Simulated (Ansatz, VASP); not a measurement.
# Mg in VASP and in Ansatz

INCAR

```
SYSTEM = Mg
  PREC = Accurate
  ENCUT = 520
  EDIFF = 1E-7
  ISMEAR = -1
  SIGMA = 0.1
  LREAL = .FALSE.
  LASPH = .TRUE.
  NELM = 60
  ALGO = Normal
  ISIF = 2
  LWAVE = .FALSE.
  LCHARG = .FALSE.
  GGA = RP
  NBANDS = 10
```

File KPOINTS:

```
Automatic mesh
0
G
  8 8 11
  0 0 0
```

File POSCAR:

```
Mg
1.0
    5.0906679797      0.0000000000      0.0000000000
   -2.5453339899      4.4086477927      0.0000000000
    0.0000000000      0.0000000000      3.0879684212
Mg
3
Direct
    0.0000000000      1.0000000000      0.0000000000
    0.3333333333      0.6666666667      0.5000000000
    0.6666666667      0.3333333333      0.5000000000
```

Input for Ansatz:

```yaml
crystal:
  lattice:
    - [5.0906679797, 0.0, 0.0]
    - [-2.5453339899, 4.4086477927, 0.0]
    - [0.0, 0.0, 3.0879684212]
  atoms:
    - { symbol: Mg, position: [0.0, 1.0, 0.0] }
    - { symbol: Mg, position: [0.3333333333, 0.6666666667, 0.5] }
    - { symbol: Mg, position: [0.6666666667, 0.3333333333, 0.5] }
hamiltonian:
  xc: rpbe
  pseudopotentials:
    kind: paw
    azcp:
      Mg: "pseudopotentials/Mg.paw.azcp"
basis:
  ecutwfc: 420
  fft_grid_basis: typed
kpoints:
  mp_grid: { grid: [8, 8, 11], shift: [0, 0, 0] }
magnetization:
  spin_polarized: false
scf:
  occupations: { method: fermi_dirac, width: 0.1 }
  lower_state_search: "off"
output:
  stress: true
```

Alike in both runs: task single point; functional RPBE; k mesh 8 × 8 × 11; occupations fermi-dirac, width 0.1 eV; no spin polarisation.

```csv
,VASP,Ansatz
version,VASP 6.6.1,Ansatz 0.2.0
potentials or method,"VASP PAW PBE potentials, release 64 (Mg)","plane waves (420 eV) with PAW, scalar-relativistic"
plane-wave cutoff (eV),520,420
valence electrons in the cell,6,30
```

|  | VASP | Ansatz | Ansatz less VASP |
| --- | --- | --- | --- |
| pressure (GPa) | 1.2 | 1.4 | +0.19 |
| largest component of the traceless stress (GPa) | 0.15 | 0.15 | -0.002 |

The two sets of potentials don't hold the same shells in valence.

Caveats: the PAW data sets were made with another functional, which shifts forces and pressure a little (VASP).
